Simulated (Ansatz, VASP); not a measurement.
Two plane-wave programs on GaN

```xyz
4
Lattice="3.2143 0.0000 0.0000 -1.6071 2.7837 0.0000 0.0000 0.0000 5.2357" Properties=species:S:1:pos:R:3 pbc="T T T"
Ga    0.0000    1.8558   -0.0043
Ga    1.6071    0.9279    2.6135
N     0.0000    1.8558    1.9677
N     1.6071    0.9279    4.5856
```

Alike in both runs: task relaxation of shape and atoms at fixed volume; functional revPBE; dispersion D3(BJ); k mesh 8 × 8 × 6; occupations gaussian, width 0.05 eV; no spin polarisation.

```csv
,VASP,Ansatz
version,VASP 6.6.1,Ansatz 0.2.0
potentials or method,"VASP PAW PBE potentials, release 64 (Ga_d, N)","scalar-relativistic, plane waves, PAW"
plane-wave cutoff (eV),600,420
valence electrons in the cell,36,36
```

|  | VASP | Ansatz | Ansatz less VASP |
| --- | --- | --- | --- |
| gap on the k mesh at the Fermi level, each at its own relaxed structure (eV) | 1.78 | 1.77 | -0.018 |
| relaxed volume (Å³/atom) | 11.71 | 11.71 | 0.000 |
| relaxed cell length with the largest relative difference (Å) | 5.238 | 5.238 | -0.0006 |

Caveats: the PAW data sets were made with another functional, which shifts forces and pressure a little (VASP). revPBE gaps usually lie below the measured ones, often by a third to a half.
